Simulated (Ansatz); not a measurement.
K: energy along a strain

K, Im-3m, a = 5.236 Å (as given, not relaxed at this level: 0.1 GPa). Ansatz: PBE, PAW, 420 eV, Γ-centred 14×14×14 mesh on 1 atom, Gaussian smearing 0.15 eV; no spin polarisation. Cell vectors (Å): -2.618 2.618 2.618; 2.618 -2.618 2.618; 2.618 2.618 -2.618. The cell is strained by x per cent times the pattern (1 1 0 0 0 0) in the order xx yy zz yz xz xy (engineering shears), with fractional coordinates held. y is the free energy over the start, V0 = 71.774 Å³/atom. Points with a strain past 8.5 % were computed too (3) and aren't used here.

```tsv
x (%)	y (meV/atom)
-7.50	?
-5.00	14.75
-2.50	4.72
0.00	0.00
2.50	-0.17
5.00	3.55
7.50	10.55
```

Question: Fit y = c1 x + c2 x² + c3 x³ to the other rows, get the stiffness along the pattern, and predict the missing energy.

Answer: Least squares on the rows shown. y = −0.93952 x + 0.36614 x² − 0.0071228 x³. The clamped-ion stiffness p·C·p = 2 × 3.661 eV × 160.2 / 71.774 Å³ = 16.3 GPa; c1 is there for the stress left in the start, which by itself gives a slope of -0.93 meV/atom per %. At x = -7.50 the fit asked for gives 30.65 meV/atom. The run gave 30.94 meV/atom, so the fit is 0.29 meV/atom too low, 0.93 % of the span of the series, against an rms of 0.02 meV/atom on the fitted rows. The row lies outside the fitted range. With a term in x⁴ added, a fit to the same known rows predicts 30.91 meV/atom, so most of the miss is curvature that the known rows already hold.